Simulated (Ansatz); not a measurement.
## Ionic part of the dielectric constant of BN at 16 GPa, mode by mode

Computed with DFT LDA, scalar-relativistic, plane waves, PAW (Ansatz 0.2.0). Plane waves to 420 eV; Γ-centred k mesh 12×12×12; fixed occupations. No spin polarisation. Phonons by linear response, acoustic sum rule imposed.

It takes space group R3m (No. 160, trigonal). The conventional cell has a = 2.463 Å, b = 2.463 Å, c = 8.029 Å, α = 90.00°, β = 90.00°, γ = 120.00°. B (site symmetry 3m) is surrounded by 3 N at 1.42 Å. N (site symmetry 3m) has 3 B at 1.42 Å as nearest neighbours.

The crystal is built of layers and no dispersion correction was added, so the binding between them is poorly described, and with it their spacing and whatever depends on it.

The primitive cell has V = 14.05 Å³ and ε∞,xx = 5.519. Each polar mode adds Δε = (4.92064×10⁷/V)·S/ν² along x, with S its oscillator strength in e²/amu, ν in cm⁻¹ and V in Å³.

Problem. From these modes, find each Δε and ε0,xx.
```tsv
ν (cm⁻¹)	S_xx (e²/amu)
1444.6	1.143
```

Solution.
| ν (cm⁻¹) | Δε |
| --- | --- |
| 1444.6 | 1.92 |

The sum is 1.917, so ε0,xx = 7.44; the run's tensor has 7.44.

Problem. Where do the longitudinal modes lie for a wave vector along x?

Solution. At 1677 cm⁻¹. The Lyddane–Sachs–Teller product Π(ν_LO/ν_TO)² = 1.35 matches ε0/ε∞ = 1.35.

This form isn't the usual stable structure of the compound at low pressure.

Cost: 1 run of about 0.68 core-minutes, on AMD EPYC 7R43 (Zen 3) (shared hosts).